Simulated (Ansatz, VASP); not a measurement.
## Two plane-wave programs on Y

File INCAR:

```
ALGO = Normal ; EDIFF = 1E-6
ENCUT = 520 ; GGA = PS
ISIF = 2 ; ISMEAR = 0
LASPH = T ; LCHARG = F
LREAL = F ; LWAVE = F
NBANDS = 12 ; NELM = 80
PREC = Accurate ; SIGMA = 0.15
```

KPOINTS

```
k-points
0
Gamma
  16 16 16
```

File POSCAR:

```
Y
1.0
    0.0000000000      2.5844000000      2.4850000000
    2.5844000000      0.0000000000      2.4850000000
    2.5844000000      2.5844000000      0.0000000000
Y
1
Direct
    0.0000000000      0.0000000000      0.0000000000
```

Input for Ansatz:

```yaml
crystal:
  lattice:
    - [0.0, 2.5844, 2.485]
    - [2.5844, 0.0, 2.485]
    - [2.5844, 2.5844, 0.0]
  atoms:
    - { symbol: "Y", position: [0.0, 0.0, 0.0] }
basis:
  ecutwfc: 420
kpoints:
  mp_grid: { grid: [16, 16, 16] }
hamiltonian:
  xc: pbesol
scf:
  occupations: { method: gaussian, width: 0.15 }
output:
  forces: true
  stress: true
  eigenvalues: true
```

Change from the starting cell: strain +0.040 along x and y, +0.000 along z, atoms carried along.

Alike in both runs: task single point; functional PBEsol; k mesh 16 × 16 × 16; occupations gaussian, width 0.15 eV; no spin polarisation.

|  | VASP | Ansatz |
| --- | --- | --- |
| version | VASP 6.6.1 | Ansatz 0.2.0 |
| potentials or method | VASP PAW PBE potentials, release 64 (Y_sv) | scalar-relativistic, plane waves, PAW |
| plane-wave cutoff (eV) | 520 | 420 |
| valence electrons in the cell | 11 | 11 |

Ansatz gave:

```
gap on the k mesh at the Fermi level (eV)       : none
pressure (GPa)                                  : -2.7
largest component of the traceless stress (GPa) : 0.67
```

Task: Estimate VASP's values.

Result: gap on the k mesh at the Fermi level (eV): none; pressure (GPa): -2.8; largest component of the traceless stress (GPa): 0.68.

A gap of «none» marks a metal or a gap that the smearing closes.

Caveats: the PAW data sets were made with another functional, which shifts forces and pressure a little (VASP).
